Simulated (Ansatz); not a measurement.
How far is PAW off for Bi?

```
CELL_PARAMETERS angstrom
3.33628 -3.05540 0.00000
3.33628 3.05540 0.00000
-1.15098 0.00000 3.09291
ATOMIC_POSITIONS crystal
Bi 0.25180 0.25180 0.14900
Bi 0.74820 0.74820 0.85100
```

Atom numbers follow the list: Bi1, Bi2.

The cell is a measured one (Crystallography Open Database entry 8100521); the temperature and pressure of the measurement aren't taken into account, and nothing was relaxed.

Spin–orbit coupling is left out, though it moves levels of the heavy atoms by tenths of an eV or more.

Levels of theory: DFT, PBEsol, PAW with Ansatz's default frozen-core files, scalar-relativistic (Ansatz 0.2.0); DFT, PBEsol, all-electron LAPW, scalar-relativistic (Ansatz 0.2.0).

For PAW: a Γ-centred 8×8×11 k mesh, Fermi–Dirac smearing of 0.05 eV, cutoff 420 eV, no spin polarisation; the PAW files were made with PBE, and the program remakes their frozen cores for this functional. LAPW targets a basis error of 0.25 meV/atom. The Ansatz runs share mesh, smearing and spin set-up. Plane-wave (PAW) pressures include the program's estimate of the Pulay term.

Stress and pressure are positive in compression.

Levels count from the Fermi level.

| quantity | PAW | LAPW |
| --- | --- | --- |
| pressure (GPa) | 1.20 | 1.22 |
| stress xx (GPa) | 1.84 | 1.86 |
| stress yy (GPa) | 0.37 | 0.40 |
| stress zz (GPa) | 1.39 | 1.41 |
| stress xz (GPa) | -0.16 | -0.16 |
| force on Bi1, z (eV/Å) | -0.060 | -0.060 |
| highest filled level at M2 (eV) | -0.615 | -0.616 |
| lowest empty level at M2 (eV) | 0.852 | 0.853 |
| highest filled level at Y2 (eV) | -5.338 | -5.338 |
| lowest empty level at Y2 (eV) | 3.309 | 3.309 |
| highest filled level at D2 (eV) | -0.415 | -0.415 |
| lowest empty level at D2 (eV) | 0.169 | 0.169 |

PAW's pressure differs from the LAPW value by -0.02 GPa.
